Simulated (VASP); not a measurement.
# ZnSe (F-43m) in VASP: notebook

The runs below take ZnSe through relaxation of cell and atoms, with PBEsol.

Program: VASP 6.6.1. These are calculated values, not measurements. Logs are shortened: lines on timing, memory, paths and dates and some standing lists are left out, and cuts for length are marked.

## Step 1: Starting point

It takes space group F-43m (No. 216, cubic). Conventional cell: a = 5.668 Å, b = 5.668 Å, c = 5.668 Å, α = 90.00°, β = 90.00°, γ = 90.00°. Zn (site symmetry -43m) has 4 Se at 2.45 Å as nearest neighbours. Around Se (site symmetry -43m) lie 4 Zn at 2.45 Å.

## Step 2: Relaxation of cell and atoms, PBEsol

File INCAR:

```
PREC = Accurate ; ENCUT = 600
EDIFF = 1E-6 ; ISMEAR = 0
SIGMA = 0.03 ; LREAL = F
LASPH = T ; NELM = 80
ALGO = Normal ; ISIF = 3
LWAVE = F ; LCHARG = F
GGA = PS ; IBRION = 2
NSW = 90 ; EDIFFG = -0.01
```

File KPOINTS:

```
regular mesh
0
Gamma
  8 8 8
```

File POSCAR:

```
ZnSe
1.0
    0.0000000000      2.8338000000      2.8338000000
    2.8338000000      0.0000000000      2.8338000000
    2.8338000000      2.8338000000      0.0000000000
Zn Se
1 1
Direct
    0.0000000000      0.0000000000      0.0000000000
    0.2500000000      0.2500000000      0.2500000000
```

Potentials or basis: VASP PAW PBE potentials, release 64 (Zn, Se).

Launch:

```sh
$ cat potpaw_PBE.64/Zn/POTCAR potpaw_PBE.64/Se/POTCAR > POTCAR
$ mpirun -np 1 vasp_std > vasp.out
```

OUTCAR:

```text
PREC = Accurate
   ENCUT = 600
   EDIFF = 1E-6
   ISMEAR = 0
   LREAL = F
   LASPH = T
   NELM = 80
   ISIF = 3
   GGA = PS
   IBRION = 2
   NSW = 90
   EDIFFG = -0.01

 ion  position               nearest neighbor table
   1  0.000  0.000  0.000-   2 2.45   2 2.45   2 2.45   2 2.45
   2  0.250  0.250  0.250-   1 2.45   1 2.45   1 2.45   1 2.45

  LATTYP: Found a face centered cubic cell.
 ALAT       =     5.6676000000

  Lattice vectors:

 A1 = (   0.0000000000,   2.8338000000,   2.8338000000)
 A2 = (   2.8338000000,   0.0000000000,   2.8338000000)
 A3 = (   2.8338000000,   2.8338000000,   0.0000000000)

Analysis of symmetry for initial positions (statically):
=====================================================================
 Subroutine PRICEL returns:
 Original cell was already a primitive cell.

 Routine SETGRP: Setting up the symmetry group for a
 face centered cubic supercell.

 Subroutine GETGRP returns: Found 24 space group operations
 (whereof 24 operations were pure point group operations)
 out of a pool of 48 trial point group operations.

The static configuration has the point symmetry T_d .

Analysis of symmetry for dynamics (positions and initial velocities):
=====================================================================
 Subroutine PRICEL returns:
 Original cell was already a primitive cell.

 Routine SETGRP: Setting up the symmetry group for a
 face centered cubic supercell.

 Subroutine GETGRP returns: Found 24 space group operations
 (whereof 24 operations were pure point group operations)
 out of a pool of 48 trial point group operations.

The dynamic configuration has the point symmetry T_d .

 Subroutine INISYM returns: Found 24 space group operations
 (whereof 24 operations are pure point group operations),
 and found     1 'primitive' translations

----------------------------------------------------------------------------------------

                                     Primitive cell

  volume of cell :      45.5132

  direct lattice vectors                    reciprocal lattice vectors
     0.000000000  2.833800000  2.833800000    -0.176441527  0.176441527  0.176441527
     2.833800000  0.000000000  2.833800000     0.176441527 -0.176441527  0.176441527
     2.833800000  2.833800000  0.000000000     0.176441527  0.176441527 -0.176441527

  length of vectors
     4.007598393  4.007598393  4.007598393     0.305605690  0.305605690  0.305605690

  position of ions in fractional coordinates (direct lattice)
     0.000000000  0.000000000  0.000000000
     0.250000000  0.250000000  0.250000000

  ion indices of the primitive-cell ions
   primitive index   ion index
                 1           1
                 2           2

----------------------------------------------------------------------------------------

 KPOINTS: regular mesh

Automatic generation of k-mesh.
 Grid dimensions read from file:
 generate k-points for:    8    8    8

 Generating k-lattice:

  Cartesian coordinates                     Fractional coordinates (reciprocal lattice)
    -0.022055191  0.022055191  0.022055191     0.125000000  0.000000000  0.000000000
     0.022055191 -0.022055191  0.022055191     0.000000000  0.125000000  0.000000000
     0.022055191  0.022055191 -0.022055191     0.000000000  0.000000000  0.125000000

  Length of vectors
     0.038200711  0.038200711  0.038200711

  Shift w.r.t. Gamma in fractional coordinates (k-lattice)
     0.000000000  0.000000000  0.000000000

 Subroutine IBZKPT returns following result:
 ===========================================

 Found     29 irreducible k-points:

 Following reciprocal coordinates:
            Coordinates               Weight
  0.000000  0.000000  0.000000      1.000000
  0.125000  0.000000  0.000000      8.000000
  0.250000  0.000000  0.000000      8.000000
  0.375000  0.000000  0.000000      8.000000
  0.500000  0.000000  0.000000      4.000000
  0.125000  0.125000  0.000000      6.000000
[... 16 lines left out ...]
  0.500000  0.250000  0.125000     48.000000
 -0.375000  0.250000  0.125000     24.000000
 [... further k-points ...]
   k-points           NKPTS =     29   k-points in BZ     NKDIM =     29   number of bands    NBANDS=     13
   number of dos      NEDOS =    301   number of ions     NIONS =      2
   total plane-waves  NPLWV =  32768
   dimension x,y,z NGX =    32 NGY =   32 NGZ =   32
   dimension x,y,z NGXF=    64 NGYF=   64 NGZF=   64
   ions per type =               1   1
   NGX,Y,Z   is equivalent  to a cutoff of  13.27, 13.27, 13.27 a.u.
   NGXF,Y,Z  is equivalent  to a cutoff of  26.55, 26.55, 26.55 a.u.
 SYSTEM =  unknown system
   PREC   = accura    normal or accurate (medium, high low for compatibility)
   ISTART =      0    job   : 0-new  1-cont  2-samecut
   ICHARG =      2    charge: 1-file 2-atom 10-const
   ISPIN  =      1    spin polarized calculation?
   LNONCOLLINEAR =      F non collinear calculations
   LSORBIT =      F    spin-orbit coupling
   LASPH  =      T    aspherical Exc in radial PAW
   ENCUT  =  600.0 eV  44.10 Ry    6.64 a.u.   8.00  8.00  8.00*2*pi/ulx,y,z
   NELM   =     80;   NELMIN=  2; NELMDL= -5     # of ELM steps
   EDIFF  = 0.1E-05   stopping-criterion for ELM
   LREAL  =      F    real-space projection
   EDIFFG = -.1E-01   stopping-criterion for IOM
   NSW    =     90    number of steps for IOM
   IBRION =      2    ionic relax: 0-MD 1-quasi-New 2-CG
   NFREE  =      1    steps in history (QN), initial steepest desc. (CG)
   ISIF   =      3    stress and relaxation
   ISYM   =      2    0-nonsym 1-usesym 2-fastsym
   POTIM  = 0.5000    time-step for ionic-motion
   TEBEG  =    0.0;   TEEND  =   0.0 temperature during run
   PSTRESS=    0.0 pullay stress
   NELECT =      18.0000    total number of electrons
   NUPDOWN=      -1.0000    fix difference up-down
   EMIN   =  10.00;   EMAX   =-10.00  energy-range for DOS
   EFERMI =   0.00;   METHOD = LEGACY
   ISMEAR =     0;   SIGMA  =   0.03  broadening in eV -4-tet -1-fermi 0-gaus
   EFERMI_NEDOS =   21; number of points for ismear=-14 and -15
   IALGO  =     38    algorithm
   IMIX   =      4    mixing-type and parameters
     AMIX     =   0.40;   BMIX     =  1.00
     AMIX_MAG =   1.60;   BMIX_MAG =  1.00
  volume/ion in A,a.u.               =      22.76       153.57
  Fermi-wavevector in a.u.,A,eV,Ry     =   1.201673  2.270834 19.647073  1.444019
  Thomas-Fermi vector in A             =   2.337476
   LORBIT       =      0    0 simple, 1 ext, 2 COOP (PROOUT), +10 PAW based schemes
   GGA     = PS    functional components
   LHFCALC =     F    Hartree Fock is set to
   AEXX    =    0.0000 exact exchange contribution
   IVDW    =     0    specifies the selected vdW correction
   LEPSILON=     F    determine dielectric tensor
   LRPA    =     F    only Hartree local field effects (RPA)
 conjugate gradient relaxation of ions
 non-spin polarized calculation
 Gauss-broadening in eV      SIGMA  =   0.03
  energy-cutoff  :      600.00
  volume of cell :       45.51
 maximum number of plane-waves:      1540
   NGX = 17   NGY = 17   NGZ = 17

--------------------------------------- Ionic step        1  -------------------------------------------

 number of electron      17.9999991 magnetization

 Free energy of the ion-electron system (eV)
  ---------------------------------------------------
  ext. energy  EPLUGINS =         0.00000000
  ---------------------------------------------------
  free energy    TOTEN  =        -6.77138296 eV

  energy without entropy =       -6.77138296  energy(sigma->0) =       -6.77138296

------------------------ aborting loop because EDIFF is reached ----------------------------------------

  FORCE on cell =-STRESS in cart. coord.  units (eV):
  Direction    XX          YY          ZZ          XY          YZ          ZX
  --------------------------------------------------------------------------------------
  -------------------------------------------------------------------------------------
  Total       -0.2581473     -0.2581473     -0.2581473      0.0000000      0.0000000      0.0000000
  in kB       -9.0874181     -9.0874181     -9.0874181      0.0000000      0.0000000      0.0000000
  external PRESSURE =      -9.0874181 kB  Pullay stress =       0.0000000 kB
[... 57 lines left out ...]
  energy  without entropy=       -6.7730713438  energy(sigma->0) =       -6.77307134

--------------------------------------- Ionic step        3  -------------------------------------------

 number of electron      17.9999986 magnetization

 Free energy of the ion-electron system (eV)
  ---------------------------------------------------
  ext. energy  EPLUGINS =         0.00000000
  ---------------------------------------------------
  free energy    TOTEN  =        -6.77324114 eV

  energy without entropy =       -6.77324114  energy(sigma->0) =       -6.77324114

 E-fermi :   1.7391     XC(G=0):  -9.5897

 val. band max:        1.6082360552   @ k =   0.0000   0.0000   0.0000
 cond. band min:       2.8344949646   @ k =   0.0000   0.0000   0.0000
 fundamental gap:      1.2262589094
 Fermi energy:         1.7390871921

 k-point     1 :       0.0000    0.0000    0.0000
  band No.  band energies     occupation
      1     -11.7685      2.00000
      2      -5.0013      2.00000
      3      -5.0013      2.00000
      4      -5.0013      2.00000
      5      -4.6170      2.00000
      6      -4.6170      2.00000
      7       1.6082      2.00000
      8       1.6082      2.00000
      9       1.6082      2.00000
     10       2.8345      0.00000
     11       7.3353      0.00000
     12       7.3353      0.00000
     13       7.3353      0.00000
[... 353 lines left out ...]
 k-point    24 :      -0.3750    0.2500    0.1250
  band No.  band energies     occupation
      1     -10.8096      2.00000
      2      -4.8969      2.00000
      3      -4.8562      2.00000
      4      -4.6529      2.00000
      5      -4.6102      2.00000
      6      -4.4010      2.00000
      7      -3.4113      2.00000
      8      -0.8845      2.00000
      9       0.0901      2.00000
     10       5.8074      0.00000
     11       7.0234      0.00000
     12       8.9811      0.00000
     13      10.2159      0.00000

 [... further k-points ...]
[... 5 lines left out ...]
  --------------------------------------------------------------------------------------
  -------------------------------------------------------------------------------------
  Total        0.0026510      0.0026510      0.0026510     -0.0000000     -0.0000000      0.0000000
  in kB        0.0946312      0.0946312      0.0946312     -0.0000000     -0.0000000      0.0000000
  external PRESSURE =       0.0946312 kB  Pullay stress =       0.0000000 kB
[... 17 lines left out ...]
  FREE ENERGIE OF THE ION-ELECTRON SYSTEM (eV)
  ---------------------------------------------------
  free  energy   TOTEN  =        -6.7732411403 eV

  energy  without entropy=       -6.7732411403  energy(sigma->0) =       -6.77324114

 reached required accuracy - stopping structural energy minimisation
```

It took 15 s on 1 thread of Intel Xeon 6975P-C (Granite Rapids), shared host; peak memory 0.19 GiB.

Results:

```
Free energy                            : -6.7732 eV
Relaxed volume                         : 22.44 Å³/atom
Relaxed cell                           : a = 3.989 Å, b = 3.989 Å, c = 3.989 Å, α = 60.00°, β = 60.00°, γ = 60.00°
Space group after relaxing (to 0.05 Å) : F-43m (No. 216)
Energy gained by relaxing              : 0.9 meV/atom
Ionic steps                            : 3
Pressure after relaxing                : 0.0 GPa
Band gap on the k mesh                 : 1.23 eV, direct
```

Step by step:
| step | energy change (eV) | largest force (eV/Å) | pressure (GPa) | volume (Å³) |
| --- | --- | --- | --- | --- |
| 1 | 0.0000 | 0.0000 | -0.91 | 45.51 |
| 2 | -0.0017 | 0.0000 | 0.45 | 44.67 |
| 3 | -0.0019 | 0.0000 | 0.01 | 44.88 |

Final structure:
```xyz
2
Lattice="0.0000 2.8207 2.8207 2.8207 0.0000 2.8207 2.8207 2.8207 0.0000" Properties=species:S:1:pos:R:3 pbc="T T T"
Zn    0.0000    0.0000    0.0000
Se    1.4103    1.4103    1.4103
```

Caveat: the PAW data sets were made with another functional, which shifts forces and pressure a little. As with any semilocal functional, this PBEsol gap is likely too small.

(Part 1 of 2 ends here.)
